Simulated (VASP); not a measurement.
# NCH5 in VASP: settings compared, part 2 of 2

VASP 6.6.1. The steps go on from the part before.

## 3. Single point, optB86b-vdW

Input file INCAR:

```
SYSTEM = H5CN
PREC     = Accurate       ! precision mode
ENCUT    = 400            ! plane-wave cutoff, eV
EDIFF    = 1E-7           ! SCF threshold, eV
ISMEAR   = 0              ! smearing method
SIGMA    = 0.005          ! smearing width, eV
LREAL    = .False.        ! projectors in reciprocal space
LASPH    = .True.         ! aspherical terms in the spheres
NELM     = 100            ! most SCF steps
ALGO     = Fast           ! electronic algorithm
ISIF     = 2              ! what is computed and relaxed
LWAVE    = .False.        ! write WAVECAR
LCHARG   = .False.        ! write CHGCAR
GGA      = MK             ! functional
LUSE_VDW = .True.       
AGGAC    = 0.0          
PARAM1   = 0.1234       
PARAM2   = 1.0          
ISYM     = 0
```

Input file KPOINTS:

```
Automatic mesh
0
Gamma
  1 1 1
  0 0 0
```

Input file POSCAR:

```
H5CN
1.0
   13.1061477206      0.0000000000      0.0000000000
    0.0000000000     13.6061477206      0.0000000000
    0.0000000000      0.0000000000     14.1061477206
N C H
1 1 5
Direct
    0.5234000000      0.4892000000      0.5599000000
    0.4934000000      0.4993000000      0.4602000000
    0.5783000000      0.5396000000      0.5764000000
    0.4629000000      0.5043000000      0.6031000000
    0.4342000000      0.4448000000      0.4438000000
    0.4640000000      0.5724000000      0.4396000000
    0.5593000000      0.4827000000      0.4149000000
```

Potentials or basis: VASP PAW PBE potentials, release 64 (N, C, H).

Launch:

```console
$ cat potpaw_PBE.64/N/POTCAR potpaw_PBE.64/C/POTCAR potpaw_PBE.64/H/POTCAR > POTCAR
$ mpirun -np 4 vasp_gam > vasp.out
```

OUTCAR:

```text
SYSTEM = H5CN
   PREC = Accurate
   ENCUT = 400
   EDIFF = 1E-7
   ISMEAR = 0
   LREAL = .False.
   LASPH = .True.
   NELM = 100
   ISIF = 2
   GGA = MK
   ISYM = 0

 ion  position               nearest neighbor table
   1  0.523  0.489  0.560-   3 1.02   4 1.02   2 1.47
   2  0.493  0.499  0.460-   7 1.10   5 1.10   6 1.11   1 1.47
   3  0.578  0.540  0.576-   1 1.02
   4  0.463  0.504  0.603-   1 1.02
   5  0.434  0.445  0.444-   2 1.10
   6  0.464  0.572  0.440-   2 1.11
   7  0.559  0.483  0.415-   2 1.10

IMPORTANT INFORMATION: All symmetrisations will be switched off!
NOSYMM: (Re-)initialisation of all symmetry stuff for point group C_1.

----------------------------------------------------------------------------------------

                                     Primitive cell

  volume of cell :    2515.4673

  direct lattice vectors                    reciprocal lattice vectors
    13.106147721  0.000000000  0.000000000     0.076300071  0.000000000  0.000000000
     0.000000000 13.606147721  0.000000000     0.000000000  0.073496189  0.000000000
     0.000000000  0.000000000 14.106147721     0.000000000  0.000000000  0.070891077

  length of vectors
    13.106147721 13.606147721 14.106147721     0.076300071  0.073496189  0.070891077

  position of ions in fractional coordinates (direct lattice)
     0.523400000  0.489200000  0.559900000
     0.493400000  0.499300000  0.460200000
     0.578300000  0.539600000  0.576400000
     0.462900000  0.504300000  0.603100000
     0.434200000  0.444800000  0.443800000
     0.464000000  0.572400000  0.439600000
     0.559300000  0.482700000  0.414900000

  ion indices of the primitive-cell ions
   primitive index   ion index
                 1           1
                 2           2
                 3           3
                 4           4
                 5           5
                 6           6
                 7           7

----------------------------------------------------------------------------------------

 KPOINTS: Automatic mesh

Automatic generation of k-mesh.
 Grid dimensions read from file:
 generate k-points for:    1    1    1

 Generating k-lattice:

  Cartesian coordinates                     Fractional coordinates (reciprocal lattice)
     0.076300071  0.000000000  0.000000000     1.000000000  0.000000000  0.000000000
     0.000000000  0.073496189  0.000000000     0.000000000  1.000000000  0.000000000
     0.000000000  0.000000000  0.070891077     0.000000000  0.000000000  1.000000000

  Length of vectors
     0.076300071  0.073496189  0.070891077

  Shift w.r.t. Gamma in fractional coordinates (k-lattice)
     0.000000000  0.000000000  0.000000000

 Subroutine IBZKPT returns following result:
 ===========================================

 Found      1 irreducible k-points:

 Following reciprocal coordinates:
            Coordinates               Weight
  0.000000  0.000000  0.000000      1.000000
   k-points           NKPTS =      1   k-points in BZ     NKDIM =      1   number of bands    NBANDS=     12
   number of dos      NEDOS =    301   number of ions     NIONS =      7
   total plane-waves  NPLWV = 777600
   dimension x,y,z NGX =    90 NGY =   90 NGZ =   96
   dimension x,y,z NGXF=   180 NGYF=  180 NGZF=  192
   ions per type =               1   1   5
   NGX,Y,Z   is equivalent  to a cutoff of  11.42, 11.00, 11.31 a.u.
   NGXF,Y,Z  is equivalent  to a cutoff of  22.83, 21.99, 22.63 a.u.
 SYSTEM =  H5CN
   PREC   = accura    normal or accurate (medium, high low for compatibility)
   ISTART =      0    job   : 0-new  1-cont  2-samecut
   ICHARG =      2    charge: 1-file 2-atom 10-const
   ISPIN  =      1    spin polarized calculation?
   LNONCOLLINEAR =      F non collinear calculations
   LSORBIT =      F    spin-orbit coupling
   LASPH  =      T    aspherical Exc in radial PAW
   ENCUT  =  400.0 eV  29.40 Ry    5.42 a.u.  21.37 22.19 23.00*2*pi/ulx,y,z
   NELM   =    100;   NELMIN=  2; NELMDL= -5     # of ELM steps
   EDIFF  = 0.1E-06   stopping-criterion for ELM
   LREAL  =      F    real-space projection
   EDIFFG = 0.1E-05   stopping-criterion for IOM
   NSW    =      0    number of steps for IOM
   IBRION =     -1    ionic relax: 0-MD 1-quasi-New 2-CG
   NFREE  =      0    steps in history (QN), initial steepest desc. (CG)
   ISIF   =      2    stress and relaxation
   ISYM   =      0    0-nonsym 1-usesym 2-fastsym
   POTIM  = 0.5000    time-step for ionic-motion
   TEBEG  =    0.0;   TEEND  =   0.0 temperature during run
   PSTRESS=    0.0 pullay stress
   NELECT =      14.0000    total number of electrons
   NUPDOWN=      -1.0000    fix difference up-down
   EMIN   =  10.00;   EMAX   =-10.00  energy-range for DOS
   EFERMI =   0.00;   METHOD = LEGACY
   ISMEAR =     0;   SIGMA  =   0.01  broadening in eV -4-tet -1-fermi 0-gaus
   EFERMI_NEDOS =   21; number of points for ismear=-14 and -15
   IALGO  =     68    algorithm
   IMIX   =      4    mixing-type and parameters
     AMIX     =   0.40;   BMIX     =  1.00
     AMIX_MAG =   1.60;   BMIX_MAG =  1.00
  volume/ion in A,a.u.               =     359.35      2425.03
  Fermi-wavevector in a.u.,A,eV,Ry     =   0.290120  0.548248  1.145199  0.084170
  Thomas-Fermi vector in A             =   1.148531
   LORBIT       =      0    0 simple, 1 ext, 2 COOP (PROOUT), +10 PAW based schemes
   GGA     = MK    functional components
   LHFCALC =     F    Hartree Fock is set to
   AEXX    =    0.0000 exact exchange contribution
   IVDW_NL    =     1    kernel type
   BPARAM     = 6.3000
   IVDW    =     0    specifies the selected vdW correction
   LEPSILON=     F    determine dielectric tensor
   LRPA    =     F    only Hartree local field effects (RPA)
 non-spin polarized calculation
 RMM-DIIS sequential band-by-band and
 Gauss-broadening in eV      SIGMA  =   0.01
  energy-cutoff  :      400.00
  volume of cell :     2515.47
 maximum number of plane-waves:     22861
 NGX is ok and might be reduce to    90
   NGX = 43   NGY = 45   NGZ = 47

 number of electron      14.0000000 magnetization

 Free energy of the ion-electron system (eV)
  ---------------------------------------------------
  ext. energy  EPLUGINS =         0.00000000
  ---------------------------------------------------
  free energy    TOTEN  =       -32.35238098 eV

  energy without entropy =      -32.35238098  energy(sigma->0) =      -32.35238098

 E-fermi :  -5.3781     XC(G=0):  -0.6659

 val. band max:       -5.4091099513   @ k =   0.0000   0.0000   0.0000
 cond. band min:      -0.8702275966   @ k =   0.0000   0.0000   0.0000
 fundamental gap:      4.5388823547
 Fermi energy:        -5.3780556394

 k-point     1 :       0.0000    0.0000    0.0000
  band No.  band energies     occupation
      1     -21.6353      2.00000
      2     -16.0988      2.00000
      3     -11.9028      2.00000
      4     -10.6713      2.00000
      5      -9.6690      2.00000
      6      -8.7574      2.00000
      7      -5.4091      2.00000
      8      -0.8702      0.00000
      9      -0.2088      0.00000
     10       0.0785      0.00000
     11       0.1151      0.00000
     12       0.2207      0.00000

------------------------ aborting loop because EDIFF is reached ----------------------------------------

  FORCE on cell =-STRESS in cart. coord.  units (eV):
  Direction    XX          YY          ZZ          XY          YZ          ZX
  --------------------------------------------------------------------------------------
  -------------------------------------------------------------------------------------
  Total       -0.6572655     -0.8612214     -0.7530999      0.0904531      0.0608731     -0.0480182
  in kB       -0.4186323     -0.5485380     -0.4796722      0.0576123      0.0387719     -0.0305843
  external PRESSURE =      -0.4822808 kB  Pullay stress =       0.0000000 kB

 VOLUME and BASIS-vectors are now :
 -----------------------------------------------------------------------------
  energy-cutoff  :      400.00
  volume of cell :     2515.47
      direct lattice vectors                 reciprocal lattice vectors
    13.106147721  0.000000000  0.000000000     0.076300071  0.000000000  0.000000000
     0.000000000 13.606147721  0.000000000     0.000000000  0.073496189  0.000000000
     0.000000000  0.000000000 14.106147721     0.000000000  0.000000000  0.070891077

 POSITION                                       TOTAL-FORCE (eV/Angst)
 -----------------------------------------------------------------------------------
      6.85976      6.65613      7.89803        -0.011567     -0.055122     -0.107160
      6.46657      6.79355      6.49165         0.020861     -0.029955      0.057082
      7.57929      7.34188      8.13078         0.125934      0.077110      0.039096
      6.06684      6.86158      8.50742        -0.113881      0.000449      0.093678
      5.69069      6.05201      6.26031        -0.072728     -0.072856     -0.014140
      6.08125      7.78816      6.20106        -0.034828      0.102175     -0.013715
      7.33027      6.56769      5.85264         0.086208     -0.021803     -0.054841
 -----------------------------------------------------------------------------------
    total drift:                               -0.000242      0.000092      0.000087

  FREE ENERGIE OF THE ION-ELECTRON SYSTEM (eV)
  ---------------------------------------------------
  free  energy   TOTEN  =       -32.3523809814 eV

  energy  without entropy=      -32.3523809814  energy(sigma->0) =      -32.35238098

Total vdW correction in eV:      3.3709828
```

Run time: 6.6 min. Hardware: 4 MPI ranks of Intel Xeon 6975P-C (Granite Rapids), shared host; peak memory 1.4 GiB.

Results:

```
Free energy                     : -32.3524 eV
Largest force                   : 0.153 eV/Å
Gap between the frontier levels : 4.54 eV
```

Forces in eV/Å, atoms in the order of the input:
```
N   -0.012 -0.055 -0.107
C    0.021 -0.030  0.057
H    0.126  0.077  0.039
H   -0.114  0.000  0.094
H   -0.073 -0.073 -0.014
H   -0.035  0.102 -0.014
H    0.086 -0.022 -0.055
```

Caveat: the cutoff is under 1.25 times the usual one of these potentials, so pressure, stress and relaxed cells hold a basis-set (Pulay) error; the PAW data sets were made with another functional, which shifts forces and pressure a little.

## 4. Single point, rev-vdW-DF2

Edit INCAR of step 3 so:

```diff
@@ -17,3 +17,4 @@
 PARAM1   = 0.1234       
-PARAM2   = 1.0          
+PARAM2   = 0.711357     
+ZAB_VDW  = -1.8867      
 ISYM     = 0
```

KPOINTS is that of step 3.

POSCAR is that of step 3.

Launch:

```console
$ cat potpaw_PBE.64/N/POTCAR potpaw_PBE.64/C/POTCAR potpaw_PBE.64/H/POTCAR > POTCAR
$ mpirun -np 4 vasp_gam > vasp.out
```

It took 6.2 min on 4 MPI ranks of Intel Xeon 6975P-C (Granite Rapids), shared host; peak memory 1.4 GiB.

The run converged. Its results:

```
Free energy                     : -32.8487 eV
Largest force                   : 0.145 eV/Å
Gap between the frontier levels : 4.58 eV
```

Forces on the atoms (eV/Å):
```
N   -0.022 -0.027 -0.111
C    0.021 -0.036  0.050
H    0.124  0.065  0.041
H   -0.105 -0.008  0.092
H   -0.063 -0.064 -0.013
H   -0.030  0.089 -0.010
H    0.075 -0.019 -0.049
```

Levels at points of the mesh, in eV from the valence-band top:
```
           k point  band 3  band 4  band 5  band 6  band 7  band 8  band 9  band 10  band 11  band 12
(0.00, 0.00, 0.00)   -6.49   -5.26   -4.26   -3.35    0.00    4.58    5.27     5.58     5.60     5.72
```

Caveat: the cutoff is under 1.25 times the usual one of these potentials, so pressure, stress and relaxed cells hold a basis-set (Pulay) error; the PAW data sets were made with another functional, which shifts forces and pressure a little.

## 5. Summary

| level | gap on the mesh (eV) | largest force (eV/Å) |
| --- | --- | --- |
| PBE+D3(BJ) | 4.76 | 0.09 |
| optB86b-vdW | 4.54 | 0.15 |
| rev-vdW-DF2 | 4.58 | 0.15 |

Alike in all rows: task single point; potentials or basis VASP PAW PBE potentials, release 64 (N, C, H); no spin polarisation; cell as given; k mesh 1 × 1 × 1; cutoff (eV) 400; smearing gaussian 0.005 eV.

On the cell as given the gap runs from 4.54 eV (optB86b-vdW) to 4.76 eV (PBE+D3(BJ)).

Caveats: the cutoff is under 1.25 times the usual one of these potentials, so pressure, stress and relaxed cells hold a basis-set (Pulay) error; the PAW data sets were made with another functional, which shifts forces and pressure a little (some runs).

Total energies depend on the potentials used, so only differences within one code and one set of settings carry meaning.
